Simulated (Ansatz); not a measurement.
Crystal: Fe2Ge.

```
CELL_PARAMETERS angstrom
4.13287 0.00000 0.00000
-2.06643 3.57917 0.00000
0.00000 0.00000 5.00875
ATOMIC_POSITIONS crystal
Ge 0.33333 0.66667 0.75000
Ge 0.66667 0.33333 0.25000
Fe 0.33333 0.66667 0.25000
Fe 0.66667 0.33333 0.75000
Fe 0.00000 0.00000 0.50000
Fe 0.00000 0.00000 0.00000
```

The cell is a database's computed one.

Base run:

* Program: Ansatz 0.2.0
* Functional: PBEsol
* Potentials or basis: Ansatz PAW
* Cutoff: 420 eV (not typed: the program's choice for these potentials)
* k mesh: 8 × 8 × 6
* Occupations: fermi-dirac, width 0.05 eV
* Spin: no spin polarisation

Its results: band gap on the k mesh none (metal or under the smearing width); pressure -18.7 GPa.

Task: The run is repeated on the same cell with these changes: spin from no spin polarisation to collinear spin, ferromagnetic start. What comes out?

Result: Band gap on the k mesh none (metal or under the smearing width); pressure -9.1 GPa; net moment 7.61 μB per cell; site moments Ge -0.06; Fe +1.47, +2.40 μB.

Caveats: the PAW data sets come from PBE, with cores solved anew for the run's functional, which leaves a small shift of forces and pressure.
